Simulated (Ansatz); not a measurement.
Structure types of Ni were relaxed at one common pressure (all-electron LAPW in Ansatz 0.2.0 under PBE, scalar-relativistic, ferromagnetic start, zero temperature). They take these volumes:

```tsv
type	space group	V (Å³/atom)
fcc	Fm-3m	9.94
bcc	Im-3m	9.98
hcp	P6_3/mmc	9.96
omega	P6/mmm	10.10
diamond	Fd-3m	14.04
beta tin	I4_1/amd	10.72
```

At about which pressure, and is the densest type also the lowest in enthalpy?

23 GPa. The densest is fcc, and it is also the lowest in enthalpy among these.
